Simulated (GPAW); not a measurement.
SiC (Moissanite):

```
Si C
1.0
     3.07600    0.00000    0.00000
    -1.53800    2.66389    0.00000
     0.00000    0.00000    5.04800
Si C
2 2
Direct
  0.66667 0.33333 0.50000
  0.33333 0.66667 0.00000
  0.66667 0.33333 0.88500
  0.33333 0.66667 0.38500
```

Program: GPAW 26.7.0. Alike in all runs: task band structure; no spin polarisation; cell as given; k mesh 9 × 9 × 5; cutoff (eV) 800; smearing fermi-dirac 0.05 eV.

**Question.** Order these runs on this cell by their pressure, lowest first.
A. level PW91; potentials or basis PAW data sets generated in the run's folder for this functional, pw
B. level r2SCAN; potentials or basis GPAW PAW data sets (gpaw-data 1.2.1), pw
C. level revPBE; potentials or basis the program's PAW data sets (release 1.2.1) made for this functional, pw
D. level LDA; potentials or basis the program's PAW data sets (release 1.2.1) made for this functional, pw

**Answer.** D (-2.8 GPa), B (1.4 GPa), A (4.5 GPa), C (7.4 GPa).

Caveats: the PAW data sets were made with another functional, which shifts forces and pressure a little (some runs).

Runs at the PBE level aren't shown here.
